**Q.** The bulk modulus tells how much pressure it takes to shrink a crystal by a given fraction of its volume. Which method makes PbS the stiffest, and do the errors go both ways?

Kohn-Sham DFT for PbS (Fm-3m, 2-atom cell), without spin polarization or spin-orbit coupling and with Fermi-Dirac smearing of 0.05 eV. Each bulk modulus comes from an equation of state over 94–106% of the given cell volume and is taken at the method's own equilibrium volume. Energies under "basis" are plane-wave cutoffs.

| method | rung | program | potentials | basis | k mesh | bulk modulus (GPa) | computed less measured (GPa) |
| --- | --- | --- | --- | --- | --- | --- | --- |
| SVWN5 | LDA | Ansatz | Ansatz PAW | 420 eV | 8x8x8 2-atom cell | 63.80 | 12.800 |
| PBE | GGA | Octopus | pseudodojo_pbe | default | 8x8x8 2-atom cell | 53.00 | 2.000 |
| PBEsol | GGA | Ansatz | Ansatz PAW | 420 eV | 8x8x8 2-atom cell | 59.20 | 8.200 |
| PW91 | GGA | GPAW | PAW data sets made by gpaw setup for the functional | 600 eV | 6x6x6 2-atom cell | 53.90 | 2.900 |
| optB88-vdW | GGA | GPAW | GPAW PAW data sets (gpaw data 1.2.1) | 600 eV | 6x6x6 2-atom cell | 56.10 | 5.100 |
| revPBE-D3(BJ) | GGA | GPAW | GPAW PAW data sets (gpaw data 1.2.1) | 600 eV | 6x6x6 2-atom cell | 55.90 | 4.900 |
| TPSS | meta-GGA | ABACUS | SG15 ONCV 1.2 PBE | 993 eV | 5x5x5 2-atom cell | 55.40 | 4.400 |
| r2SCAN | meta-GGA | DFTK | cp2k.nc.sr.pbe.v0_1.semicore.gth | 1306 eV | 5x5x5 2-atom cell | 59.50 | 8.500 |
| HISS | hybrid | Ansatz | Ansatz PAW | 420 eV | 4x4x4 2-atom cell | 61.30 | 10.300 |
| HSEsol | hybrid | Ansatz | Ansatz PAW | 420 eV | 4x4x4 2-atom cell | 62.50 | 11.500 |
| PBE0 | hybrid | Ansatz | Ansatz PAW | 420 eV | 4x4x4 2-atom cell | 58.00 | 7.000 |

**A.** LDA (the row SVWN5) is the stiffest, 12.8 GPa or 25% above the measured value. PBE comes closest, at 2.0 GPa or 4% above it. The errors go one way only: every method makes the crystal stiffer than the measurement does.

**Q.** Does the error shrink as one climbs from LDA to the hybrids?

**A.** Only on the first step. The five GGA rows miss by 4.6 GPa on average, the three hybrids by 9.6 GPa. The two meta-GGA rows miss by 4.4 and 8.5 GPa, but they use potentials made for PBE and a 5x5x5 mesh, and TPSS was fitted through only four volumes, so their errors do not belong to the functional alone. Nor do those of the hybrids, which ran on the coarsest k mesh. The name of the rung is a poor guide here, and it helps to ask at what volume each modulus was taken.

**Q.** Why should the volume matter? Doesn't a high modulus simply mean stiff bonds?

**A.** Each method is judged at the volume where its own energy is lowest. Squeezing a crystal pushes its electron shells together and stiffens it, so a method that binds too tightly reports the modulus of a crystal already squeezed. LDA is known for such overbinding.

To compare methods at one volume $V$, start from the modulus $B_0$ at a method's own volume $V_0$. Let $B'$ be the rise of the modulus per unit of pressure. If $B'$ stays constant, the definition $B=-V\,dP/dV$ leads to

$$B(V)=B_0\left(\frac{V_0}{V}\right)^{B'}.$$

For LDA, $V_0$ is 24.93 Å³ per atom and $B'$ is 4.03. At the given cell of 26.09 Å³ this yields $63.8\times(24.93/26.09)^{4.03}\approx 53$ GPa. LDA drops from the stiffest row to one of the two softest. With $B'$ near 4, each percent of squeeze along one method's own curve raises the modulus by about four percent. The curves of different methods differ, so a percent between their equilibrium volumes need not be worth that much.

**Q.** So does volume explain the whole order?

**A.** No. If it did, the moduli would draw together at the common cell, yet they still spread over about 11 GPa. HSEsol and PBEsol show what is left: their volumes are almost equal, but the hybrid is 3.3 GPa stiffer. Exact exchange may be the reason. The hybrid used a coarser k mesh, however, so this pair does not settle it.

**Q.** PBEsol is softer than LDA in the table. Is it also softer at the same volume?

**A.** It is stiffer there, by 2.7 GPa. This is a clean comparison, because both rows share program, potentials and mesh. PBEsol adds gradient terms, which here act like an extra repulsion that fades as the crystal expands. That repulsion raises the stiffness at fixed volume, but it also pushes outward with 1.8 GPa.

The crystal yields to the push and expands. With $B'$ near 4, the expansion costs about $4\times1.8\approx7$ GPa, more than the 2.7 GPa gained. The balance is close to the drop of 4.6 GPa in the table. The pressures computed in the two runs give the same moduli at the common cell to within 0.2 GPa, so the power law is safe over this range.

**Q.** What would happen if the dispersion term were switched off in revPBE-D3(BJ)?

**A.** The same bargain would be struck again, because removing an attraction acts like adding a repulsion. The D3 term is added to the energy without changing the electrons, so it can be subtracted exactly at each volume. At the given cell it lowers the modulus by about 9 GPa, but it also pulls the crystal inward with about 4 GPa. (The printed output shows twice these values, because it took the D3 energy of the two-atom cell for that of one atom. Its energy step without D3 is too large for the same reason.) By the rule above, that squeeze stiffens the crystal by roughly twice what the term takes away.

Without D3 the energy still falls slightly over the last volume step, so the crystal would settle near the end of the scan or just past it. I would expect it to be softer there by several gigapascals.

**Q.** PBE is closest to experiment. Should I call it the best method for PbS?

**A.** Not on this evidence. The measured crystal is softened by heat and zero-point motion, and the calculations leave both out. A perfect static calculation is therefore expected to land above 51 GPa. Every row also lacks spin-orbit coupling, and these runs do not show what it would do to the modulus of a lead compound. Other measurements may also differ from this one by several gigapascals, so closeness to a single value cannot rank the methods. PBE also owes its low modulus to a large cell: at the given volume it would reach about 60 GPa.

**Q.** And which digits may I use?

**A.** Whole gigapascals at best. The bend of the PBE energy curve should change smoothly with volume, but it rises slightly and then drops, so the tenths in that row are noise. PBE and PW91 also differ in program, potentials and mesh, so the 0.9 GPa between them cannot be laid on the functionals. Between rows from different programs, even a few GPa may come from potentials and meshes. The 4.6 GPa between LDA and PBEsol is safer, because those two rows share program, potentials and mesh. The printed analysis below lists all moduli at both volumes; its label "six GGA rows" should read five.

The analysis program printed:

```
Own minimum and common volume:
            row  own volume A3 per atom  own volume against given cell in percent  own modulus GPa  modulus at given cell GPa
          SVWN5                   24.93                                    -4.449             63.8                       53.1
            PBE                    26.8                                     2.728               53                      59.57
         PBEsol                    25.7                                     -1.49             59.2                      55.76
           PW91                   26.93                                     3.218             53.9                       60.7
     optB88-vdW                   27.02                                     3.593             56.1                      63.44
  revPBE-D3(BJ)                   25.79                                     -1.15             55.9                      53.25
           TPSS                   26.76                                     2.573             55.4                      61.62
         r2SCAN                   26.39                                     1.157             59.5                      62.38
           HISS                   26.38                                     1.122             61.3                      64.24
         HSEsol                   25.72                                    -1.392             62.5                      58.95
           PBE0                   26.64                                     2.115               58                       63.4
smallest miss in percent of measured: 3.922
largest miss in percent of measured: 25.1
mean miss of the six GGA rows in GPa: 4.62
mean miss of the three hybrids in GPa: 9.6
spread of own moduli in GPa: 10.8
spread of moduli at the given cell in GPa: 11.14
correlation of own modulus with own volume: -0.7477
PBEsol less SVWN5 own modulus in GPa: -4.6
PBEsol less SVWN5 modulus at given cell in GPa: 2.661
PBEsol less SVWN5 pressure at given cell in GPa: 1.785
SVWN5 modulus at given cell straight from pressures in GPa: 53.05
PBEsol modulus at given cell straight from pressures in GPa: 55.94
HSEsol less PBEsol own modulus in GPa: 3.3
HSEsol less PBEsol own volume in A3 per atom: 0.0255
optB88-vdW less PW91 own modulus in GPa: 2.2
PW91 less PBE own modulus in GPa: 0.9
D3 part of the pressure at given cell in GPa: -8.101
D3 part of the modulus at given cell in GPa: -18.12
rough stiffening by the D3 squeeze in GPa: 34.06
revPBE energy without D3 over the last volume step in meV per atom: -13.83
PBE energy bend at 25.04 A3 in meV per atom: 4.42
PBE energy bend at 25.56 A3 in meV per atom: 4.72
PBE energy bend at 26.09 A3 in meV per atom: 3.65
```
